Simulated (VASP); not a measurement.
Write the native input for VASP 6.6.1 that does the following.

* Task: single point
* Functional: PBE
* Potentials or basis: VASP PAW PBE potentials, release 64 (W_sv)
* Cutoff: 350 eV
* k mesh: 18 × 18 × 18
* Occupations: gaussian, width 0.1 eV
* Spin: no spin polarisation
* Further INCAR settings: ALGO = Fast; EDIFF = 1e-07

The structure of W lies in POSCAR:

```
W                                       
1.0
   -1.6078216890      1.6078216890      1.6078216890
    1.6078216890     -1.6078216890      1.6078216890
    1.6078216890      1.6078216890     -1.6078216890
  W             
     1
Direct
     0.0000000000000000    0.0000000000000000    0.0000000000000000
```

The cell isn't the ideal one: a relaxed cell with its volume scaled by 1.03.

One way to write it, as run:

INCAR

```
SYSTEM = W
PREC = Accurate ; ENCUT = 350
EDIFF = 1E-7 ; ISMEAR = 0
SIGMA = 0.1 ; LREAL = .FALSE.
LASPH = .TRUE. ; NELM = 100
ALGO = Fast ; ISIF = 2
LWAVE = .FALSE. ; LCHARG = .FALSE.
GGA = PE
```

KPOINTS

```
regular mesh
0
G
  18 18 18
  0 0 0
```

Potentials or basis: VASP PAW PBE potentials, release 64 (W_sv).

Launch:

```bash
$ cat potpaw_PBE.64/W_sv/POTCAR > POTCAR
$ mpirun -np 1 vasp_std > vasp.out
```

It gave:

- Pressure: -8.5 GPa
- Band gap on the k mesh: none (metal or under the smearing width)

Wall time 19 s on 1 thread of AMD EPYC 7R13 Processor (Zen 3), with other jobs on the host, peak memory 0.1 GiB.
